Counted as Mo⁴⁺ and two S²⁻, MoS₂ should have filled bands of pure S 3p, one filled band of pure Mo 4d above them, and empty Mo 4d bands above the gap. The share of Mo 4d would then jump from zero to one just below the gap. The calculation keeps this order of levels but not their purity.

Ansatz 0.2.0, scalar-relativistic plane-wave PAW DFT (LDA) without spin polarisation, for MoS₂ (R3m, 3 atoms per cell) with the structure as given, not relaxed; cutoff 500 eV, k mesh 12×12×10, Gaussian smearing 0.05 eV. Both window limits are measured from the Fermi level, states are counted in electrons, and the shares come from Loewdin projections.

```csv
"bottom of the window, from the Fermi level (eV)",top of the window (eV),states in the window (per cell),share of S 3s,share of Mo 4d,share of S 3p,share of Mo 5s
-15.56,-13.06,4.00,0.77,0.11,0.03,0.08
-7.52,-0.40,14.00,0.03,0.35,0.60,0.01
-7.51,-5.14,4.23,0.04,0.30,0.63,0.03
-5.14,-2.79,6.32,0.03,0.33,0.62,0.01
-1.03,-0.42,0.07,0.05,0.53,0.41,0.00
0.42,1.03,1.06,0.02,0.68,0.29,0.01
```

Through the separate windows, from the deepest upwards, the share of Mo 4d climbs from 0.11 to 0.68. The row with 14 electrons is not a further step in this climb, because it contains the other three windows between −7.52 eV and the Fermi level. It also covers the stretch from −2.79 to −1.03 eV, which has no window of its own, and so gives the total for all filled bands above S 3s: Mo 4d makes up 0.35 of it, where the ionic count gives 2/14, or 0.14. The shares depend on how the density is assigned to orbitals, so they are no ionic charges, but a division of space into atomic cells shows the same enrichment of Mo towards the gap.

The order of the levels makes the share rise towards the gap, and mixing between levels that overlap in space turns the expected jump into a gradual climb. Hydrogen fluoride shows such mixing in its simplest form: the filled bonding orbital is mostly fluorine with some hydrogen, and the empty antibonding orbital is mostly hydrogen with some fluorine. Here sulphur takes the part of fluorine and molybdenum that of hydrogen. The less the two levels differ in energy, or the more strongly they overlap, the more evenly they mix. S 3s lies far below Mo 4d and takes in little of it; S 3p lies close and takes in about a third.

The comparison with a molecule stops at the width of the bands. If mixing with Mo 4d alone set their energies, the deepest S 3p-like states would be the most strongly bonding and would hold the most Mo 4d. The table doesn't show this: the share is 0.30 in the lower valence window and 0.33 in the middle one. A likely reason is that sulphur atoms also overlap with each other, which spreads the S 3p bands in energy whatever their mixing with Mo, but these shares can't separate the two effects.

The total for the filled bands also gives a simple estimate for the Mo-like band at their top. Suppose that the 14 electrons fill six S-like bands and one Mo-like band, two electrons in each. Let the six bands carry the mean Mo 4d share of the lower and middle windows, 0.316. The whole group holds 4.84 electrons of Mo 4d character, so the share left for the Mo-like band is

$$\frac{4.84-12\times0.316}{2}\approx 0.52 .$$

The valence edge, which played no part in setting the mean, has 0.53. So close a match is probably chance. It describes the mean of a whole band, while the edge window holds only 0.07 of that band's two electrons, and an error of only 0.01 in the share of the six bands would shift the result by 0.06. The error has a likely direction. At least 1.45 electrons of the six bands lie above −2.79 eV, where no window measures them alone, and these highest S 3p states are expected to be the least bonding and the poorest in Mo 4d, which would leave the Mo-like band richer than 0.52 on average. For S 3p the same reasoning gives 0.46, against 0.41 in the table. What the table shows is narrower: the states within about 0.6 eV of the top of the valence band are about half Mo 4d, with most of the rest S 3p, and the remainder of that band may well be purer. The printed output after this text gives both estimates.

Across the gap the share rises again, to 0.68. What the filled bands take up of Mo 4d is missing from the empty ones, and this shows that so high a share isn't typical there. Of the ten 4d places on each Mo atom, 5.28 are used up in the filled bands. If all the others sat in the four empty Mo-like bands, these would be 0.59 Mo 4d on average, and any 4d character in still higher bands would lower that figure. The conduction edge is therefore purer than the average empty band. Mixing with S 3p offers a likely reason, because it pushes a Mo-like state up. The lowest states of the empty bands should then be those that mix little, while the highest states of the filled Mo-like band should be among those that mix strongly. That would make the share rise across the gap, though overlap between Mo atoms also shifts these bands, overlap between sulphur atoms of neighbouring layers is expected to lift the S-rich states at the valence edge, and the table doesn't resolve single states.

The number of states follows a different rule from their character. Both edge windows reach about 0.6 eV into their bands, yet the valence edge holds 0.07 states per cell and the conduction edge 1.06. A single band maximum, curved as for a free electron, would hold about 0.11 states to this depth, so the small valence count needs no special cause. The conduction edge holds about nine times as many as such a pocket, which points to several pockets, flatter bands or both. In bulk MoS₂ the valence band is known to have a single maximum on the axis of the Brillouin zone normal to the layers (at the centre for the common two-layer form, and expected at the zone boundary for this one-layer cell), while the conduction band has several low valleys away from that axis; these results, summed over all wave vectors, can't show that directly. The mesh is coarse for such narrow windows, so the contrast is safer than either count.

If doping leaves the bands as they are, added electrons go mainly to Mo, whereas holes are shared between Mo and S. To guess the pattern in a related compound, first put the atomic levels in order, then ask which of them lie close and overlap well. Close levels share their character on both sides of the gap, and distant ones stay purer.

Printed output of the fit:

```
Electrons or states by character per cell:
     row    Mo 4d     S 3p  share in the Mo atomic cell
  -15.56     0.44    0.116                        0.078
   -7.52    4.844    8.442                        0.285
   -7.51    1.269    2.673                        0.233
   -5.14    2.067    3.937                        0.272
   -1.03  0.03717  0.02898                        0.462
    0.42   0.7187   0.3085                        0.588
Mo 4d share, mean of lower and middle valence windows: 0.3162
Electrons between -2.79 and -0.40 eV by subtraction: 3.45
Mo 4d share of these electrons: 0.4372
S 3p share of these electrons: 0.5308
Ionic count, Mo 4d share of the 14-electron group: 0.1429
Model, Mo 4d share of the one Mo-like band: 0.525
Model, S 3p share of the one Mo-like band: 0.4613
Shift of the model share if the six bands are off by 0.01: 0.06
Mo 4d electrons in all 18 valence electrons: 5.284
Upper bound, mean Mo 4d share of the four empty Mo-like bands: 0.5895
Mo share (4d and 5s) in the S 3s bands: 0.19
Depth of the valence-edge window below the band top, eV: 0.5992
States in one free-electron-mass pocket of this depth, per cell: 0.112
Conduction-edge states over valence-edge states: 15.14
The same ratio from projected counts: 14.66
Conduction-edge states over one such pocket: 9.461
```
